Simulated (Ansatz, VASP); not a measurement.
## Cd2S in VASP and in Ansatz

Contents of INCAR:

```
SYSTEM = Cd2S
PREC = Accurate ; ENCUT = 520
EDIFF = 1E-7 ; ISMEAR = -1
SIGMA = 0.05 ; LREAL = .False.
LASPH = .True. ; NELM = 80
ALGO = Normal ; ISIF = 2
LWAVE = .False. ; LCHARG = .False.
GGA = PS ; NBANDS = 22
```

File KPOINTS:

```
Automatic mesh
0
Gamma
  8 8 5
  0 0 0
```

File POSCAR:

```
Cd2S
1.0
    3.9626700490      0.0000000000      0.0000000000
   -1.9813350245      3.4317729293      0.0000000000
    0.0000000000      0.0000000000      5.8091920000
Cd S
2 1
Direct
    0.3333333333      0.6666666667      0.9327170000
    0.6666666667      0.3333333333      0.5787350000
    0.3333333333      0.6666666667      0.3657050000
```

File input.yaml:

```yaml
crystal:
  lattice:
    - [3.962670049, 0.0, 0.0]
    - [-1.9813350245, 3.4317729293, 0.0]
    - [0.0, 0.0, 5.809192]
  atoms:
    - { symbol: Cd, position: [0.3333333333, 0.6666666667, 0.932717] }
    - { symbol: Cd, position: [0.6666666667, 0.3333333333, 0.578735] }
    - { symbol: S, position: [0.3333333333, 0.6666666667, 0.365705] }
hamiltonian:
  xc: pbesol
  pseudopotentials: { kind: paw }
kpoints:
  mp_grid: { grid: [8, 8, 5] }
scf:
  occupations: { method: fermi_dirac, width: 0.05 }
output:
  forces: true
  stress: true
  eigenvalues: true
```

The cell comes from a database or a generator and needn't be the stable form of this composition.

Alike in both runs: task single point; functional PBEsol; k mesh 8 × 8 × 5; occupations fermi-dirac, width 0.05 eV; no spin polarisation.

|  | VASP | Ansatz |
| --- | --- | --- |
| version | VASP 6.6.1 | Ansatz 0.2.0 |
| potentials or method | VASP PAW PBE potentials, release 64 (Cd, S) | Ansatz PAW |
| plane-wave cutoff (eV) | 520 | 420 |
| valence electrons in the cell | 30 | 46 |

VASP gave:

- gap on the k mesh at the Fermi level (eV): 0.22
- least direct gap on the mesh (eV): 0.56
- pressure (GPa): -2.7
- largest component of the traceless stress (GPa): 0.47
- rms of the force components (eV/Å): 0.055

Q: Which values does Ansatz return?

A: gap on the k mesh at the Fermi level (eV): 0.22; least direct gap on the mesh (eV): 0.56; pressure (GPa): -3.0; largest component of the traceless stress (GPa): 0.55; rms of the force components (eV/Å): 0.063.

Atom by atom the forces differ by 0.011 eV/Å (rms over components). The two sets of potentials don't hold the same shells in valence.

Caveats: the PAW data sets were made with another functional, which shifts forces and pressure a little (VASP); an odd mesh through Γ misses points on the zone boundary, where band edges often lie (VASP); odd divisions of the mesh miss points on the zone boundary, where band edges often lie, so the gap on the mesh can be too wide (Ansatz); the PAW data sets come from PBE, with cores solved anew for the run's functional, which leaves a small shift of forces and pressure (Ansatz).
